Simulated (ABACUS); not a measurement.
# Pd: equation of state with OLYP

The system is Pd.

```
Pd
1.0
     0.00000    1.94650    1.94650
     1.94650    0.00000    1.94650
     1.94650    1.94650    0.00000
Pd
1
Direct
  0.00000 0.00000 0.00000
```

| Property | Result |
| --- | --- |
| Program | ABACUS 3.10.1 |
| Task | equation of state |
| Functional | OLYP |
| Potentials or basis | PseudoDojo NC SR 0.5 PBE standard |
| Cutoff | 1116 eV |
| Density cutoff | 4463 eV |
| Basis | plane waves |
| k mesh | 10 × 10 × 10 |
| Occupations | fermi-dirac, width 0.05 eV |
| Spin | no spin polarisation |
| Radial cutoff of the potentials (pseudo_rcut) | 7 bohr |
| SCF threshold on the density | 1e-08 |
| Max SCF steps | 100 |
| Eigensolver | dav |
| Mixing | broyden |
| Mixing share | 0.7 |
| Symmetry key | 1 |
| Bands | 13 |

| Item | Value |
| --- | --- |
| Equilibrium volume | 15.28 Å³/atom |
| Bulk modulus | 152 GPa |
| Pressure derivative of the bulk modulus | 5.9 |

Energy against volume, from the lowest point:
```csv
volume (Å³/atom),energy (meV/atom)
13.865,77.53
14.160,46.19
14.455,23.79
14.750,9.25
15.045,1.61
15.340,0.00
15.635,3.64
```

All runs of the series together: 28 s on 4 threads of Intel(R) Xeon(R) Platinum 8223CL CPU @ 3.00GHz (Skylake/Cascade Lake) (shared host).

Caveat: this set's palladium file may shift the pressure by some GPa; the potentials were made for another functional, which shifts forces and pressure. Zero-point motion and thermal expansion aren't in these numbers.
